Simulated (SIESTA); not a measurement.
## CoO under changes of volume

One of the cells (9.684 Å³/atom); the others are scaled copies at fixed shape and fractional positions:

```xyz
2
Lattice="0.0000 2.1315 2.1315 2.1315 0.0000 2.1315 2.1315 2.1315 0.0000" Properties=species:S:1:pos:R:3 pbc="T T T"
Co    0.0000    0.0000    0.0000
O     2.1315    2.1315    2.1315
```

* Program: SIESTA 5.4.2
* Functional: LDA
* Potentials or basis: PseudoDojo 0.4 standard (LDA files)
* Basis: DZP (energy shift 0.003 Ry; two zetas on semicore shells)
* Grid cutoff: 800 Ry
* Energy shift: 0.003 Ry
* k mesh: 8 × 8 × 8
* Occupations: fermi-dirac, width 0.05 eV
* Spin: collinear spin, ferromagnetic start
* Starting moments: [2.0, 0.0] μB

```csv
volume (Å³/atom),energy over the lowest point (meV/atom),pressure (GPa),moment (μB per cell)
9.103,0.00,-9.1,2.70
9.297,12.74,-12.5,2.78
9.490,29.83,-15.8,2.82
9.684,50.95,-18.6,2.85
9.878,75.38,-21.2,2.89
10.071,102.41,-23.2,2.94
10.265,?,?,?
```

Task: What does the run at 10.265 Å³/atom give?

Result: Energy over the lowest point 131.70 meV/atom; pressure -25.2 GPa; moment 2.97 μB per cell.

Worked out: A Birch-Murnaghan fit of order 3 (a polynomial in V^(-2/3)) to the other rows has no minimum within the range. It gives 131.98 meV/atom at 10.265 Å³/atom, against the run's 131.70, and -dE/dV = -25.3 GPa, against -25.2. A parabola through the other rows of the moment, of slope 0.133 μB per Å³/atom there, extrapolates to 2.96 μB, against the run's 2.97.

Energies are extrapolated to zero smearing.

Caveats: short orbitals over semicore shells can move pressures by several GPa; the basis of atomic orbitals isn't converged, which shifts pressures, moduli and gaps; a cell with one magnetic atom can't hold antiferromagnetic order, which such compounds often take.
